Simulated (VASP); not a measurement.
A run of VASP 6.6.1:

The input INCAR:

```
SYSTEM = H10CO5
PREC = Accurate
ENCUT = 520
EDIFF = 1E-6
ISMEAR = -1
SIGMA = 0.05
LREAL = Auto
LASPH = .TRUE.
NELM = 100
ALGO = Normal
ISIF = 2
LWAVE = .FALSE.
LCHARG = .FALSE.
GGA = PE
IVDW = 12
NBANDS = 36
```

Contents of KPOINTS:

```
regular mesh
0
G
  1 1 1
  0 0 0
```

POSCAR

```
H10CO5
1.0
    6.1736310000      0.0000000000      0.0000000000
    0.0000000000      6.1736310000      0.0000000000
    0.0000000000      0.0000000000      6.1736310000
O H C
5 10 1
Direct
    0.3250275243      0.5843076789      0.9971441442
    1.1003573100      0.2296379554      0.8275842855
    0.0413694955      0.8698446668      0.0437505902
    0.3207998664      0.7962089085      0.5281170838
    0.7078492382      0.1948610145      0.4604745570
    0.4326465252      0.5572409495      1.1190983070
    0.2505008803      0.4491684067      0.9693647061
    0.9778362199      0.1986351306      0.7337011234
    1.0763681859      0.1020469153      0.9289994818
    0.0201502163      0.9336806816      0.1811089778
    0.1541880297      0.7590022792      0.0569195017
    0.4748745106      0.7970188047      0.4973734258
    0.3089267888      0.7588888937      0.6703672442
    0.6590934897      0.1932088264      0.7710049402
    0.3978047927      0.2056326334      0.5746213209
    0.5779580931      0.1932088264      0.6096088347
```

Potentials or basis: VASP PAW PBE potentials, release 64 (O, H, C).

Launch:

```bash
$ cat potpaw_PBE.64/O/POTCAR potpaw_PBE.64/H/POTCAR potpaw_PBE.64/C/POTCAR > POTCAR
$ mpirun -np 1 vasp_gam > vasp.out
```

Hardware: 1 thread of Intel(R) Xeon(R) Platinum 8488C (Sapphire Rapids), with other jobs on the host.

Estimate the wall time of this run.

It took 27 s on 1 thread of Intel(R) Xeon(R) Platinum 8488C (Sapphire Rapids), with other jobs on the host, peak memory 0.31 GiB. Counts: scf iterations 16, k points 1.
